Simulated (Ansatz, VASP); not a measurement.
**P: VASP beside Ansatz**

File POSCAR:

```
P
1.0
   -1.6915100431      2.5151650373      1.8589441358
    1.6915100431     -2.5151650373      1.8589441358
    1.6915100431      2.5151650373     -1.8589441358
P
2
Direct
    0.8033091100      0.0533091100      0.7500000000
    0.1966908900      0.9466908900      0.2500000000
```

INCAR.step1

```
PREC = Accurate
ENCUT = 520
ISMEAR = 0
SIGMA = 0.1
LREAL = False
LASPH = True
NELM = 100
NBANDS = 12
GGA = PE
ALGO = Normal
EDIFF = 1E-4
LWAVE = True
LCHARG = False
```

File INCAR.step2:

```
PREC = Accurate
ENCUT = 520
EDIFF = 1E-6
ISMEAR = 0
SIGMA = 0.1
LREAL = False
LASPH = True
NELM = 100
ALGO = Normal
ISIF = 2
LWAVE = False
LCHARG = True
METAGGA = R2SCAN
LMIXTAU = True
LELF = True
LVHAR = True
NBANDS = 12
ISTART = 1
```

File KPOINTS:

```
Automatic mesh
0
Gamma
  8 8 8
```

Input for Ansatz:

```yaml
crystal:
  lattice:
    - [-1.6915100431, 2.5151650373, 1.8589441358]
    - [1.6915100431, -2.5151650373, 1.8589441358]
    - [1.6915100431, 2.5151650373, -1.8589441358]
  atoms:
    - { symbol: P, position: [0.80330911, 0.05330911, 0.75] }
    - { symbol: P, position: [0.19669089, 0.94669089, 0.25] }
basis:
  ecutwfc: 500
kpoints:
  mp_grid: { grid: [8, 8, 8] }
hamiltonian:
  xc: r2scan
scf:
  occupations: { method: gaussian, width: 0.1 }
output:
  forces: true
  stress: true
  eigenvalues: true
```

This isn't the form of P at room conditions, which is orthorhombic.

Alike in both runs: task single point; functional r2SCAN; k mesh 8 × 8 × 8; occupations gaussian, width 0.1 eV; no spin polarisation.

```csv
,VASP,Ansatz
version,VASP 6.6.1,Ansatz 0.2.0
potentials or method,"VASP PAW PBE potentials, release 64 (P)","scalar-relativistic, plane waves, PAW"
plane-wave cutoff (eV),520,500
valence electrons in the cell,10,10
```

VASP gave:

```
gap on the k mesh at the Fermi level (eV)       : none
pressure (GPa)                                  : 1.0
largest component of the traceless stress (GPa) : 0.74
rms of the force components (eV/Å)              : 0.040
```

Q: Which values does Ansatz return?

A: gap on the k mesh at the Fermi level (eV): none; pressure (GPa): 1.6; largest component of the traceless stress (GPa): 0.43; rms of the force components (eV/Å): 0.097.

Atom by atom the forces differ by 0.058 eV/Å (rms over components). A gap of «none» marks a metal or a gap that the smearing closes.

Caveats: the PAW data sets were made with another functional, which shifts forces and pressure a little (VASP).
